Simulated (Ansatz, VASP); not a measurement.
**One calculation of InP, two programs**

Contents of POSCAR:

```
InP
1.0
    0.0000000000      2.9537876420      2.9537876420
    2.9537876420      0.0000000000      2.9537876420
    2.9537876420      2.9537876420      0.0000000000
In P
1 1
Direct
    0.0000000000      0.0000000000      0.0000000000
    0.2500000000      0.2500000000      0.2500000000
```

INCAR.step1

```
SYSTEM = InP
PREC = Accurate ; ENCUT = 520
ISMEAR = 0 ; SIGMA = 0.01
LREAL = .False. ; LASPH = .True.
NELM = 100 ; NBANDS = 16
GGA = PE ; ALGO = Normal
EDIFF = 1E-4 ; LWAVE = .True.
LCHARG = .False.
```

File INCAR.step2:

```
SYSTEM = InP
PREC = Accurate ; ENCUT = 520
EDIFF = 1E-7 ; ISMEAR = 0
SIGMA = 0.01 ; LREAL = .False.
LASPH = .True. ; NELM = 100
ALGO = Normal ; ISIF = 2
LWAVE = .False. ; LCHARG = .True.
METAGGA = R2SCAN ; LMIXTAU = .True.
LELF = .True. ; LVHAR = .True.
NBANDS = 16 ; ISTART = 1
```

Contents of KPOINTS:

```
Automatic mesh
0
Gamma
  6 6 6
  0 0 0
```

Input for Ansatz:

```yaml
crystal:
  lattice:
    - [0.0, 2.953787642, 2.953787642]
    - [2.953787642, 0.0, 2.953787642]
    - [2.953787642, 2.953787642, 0.0]
  atoms:
    - { symbol: In, position: [0.0, 0.0, 0.0] }
    - { symbol: P, position: [0.25, 0.25, 0.25] }
kpoints:
  mp_grid: { grid: [6, 6, 6] }
hamiltonian:
  xc: r2scan
scf:
  occupations: { method: fixed }
  n_extra_bands: 4
output:
  forces: true
  stress: true
  eigenvalues: true
```

Alike in both runs: task single point; functional r2SCAN; k mesh 6 × 6 × 6; no spin polarisation.

```csv
,VASP,Ansatz
version,VASP 6.6.1,Ansatz 0.2.0
potentials or method,"VASP PAW PBE potentials, release 64 (In_d, P)","plane waves, PAW"
plane-wave cutoff (eV),520,500
occupations,"gaussian, width 0.01 eV",fixed
valence electrons in the cell,18,18
```

Ansatz gave:

* gap on the k mesh at the Fermi level (eV): 1.02
* pressure (GPa): 0.0

Estimate VASP's values.

gap on the k mesh at the Fermi level (eV): 1.03; pressure (GPa): -0.1.

Caveats: the PAW data sets were made with another functional, which shifts forces and pressure a little (VASP); spin-orbit coupling is left out, which moves the levels of the heavy elements.
